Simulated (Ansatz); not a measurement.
Crystal: TiAl.

```
Ti Al
1.0
     2.90499    0.00000    0.00000
    -1.45250    2.51580    0.00000
     0.00000    0.00000    4.73964
Ti Al
1 1
Direct
  0.00000 0.00000 0.00000
  0.33333 0.66667 0.50000
```

The cell comes from a database or a generator and needn't be the stable form of this composition.

The cell isn't the ideal one: volume scaled by 1.04.

Base run:

| Property | Result |
| --- | --- |
| Program | Ansatz 0.2.0 |
| Functional | PBE |
| Potentials or basis | all-electron LAPW, scalar-relativistic |
| Cutoff | 219 eV (chosen from the basis error) |
| Basis error allowed | 0.001 eV/atom |
| k mesh | 11 × 11 × 6 |
| Occupations | gaussian, width 0.05 eV |
| Spin | no spin polarisation |

Its results: band gap on the k mesh none (metal or under the smearing width); pressure -3.7 GPa.

Question: The run is repeated on the same cell with these changes: functional from PBE to PBEsol. What comes out?

Answer: Band gap on the k mesh none (metal or under the smearing width); pressure -6.6 GPa.

PBEsol binds more tightly than PBE, so the same cell stands under less pressure.
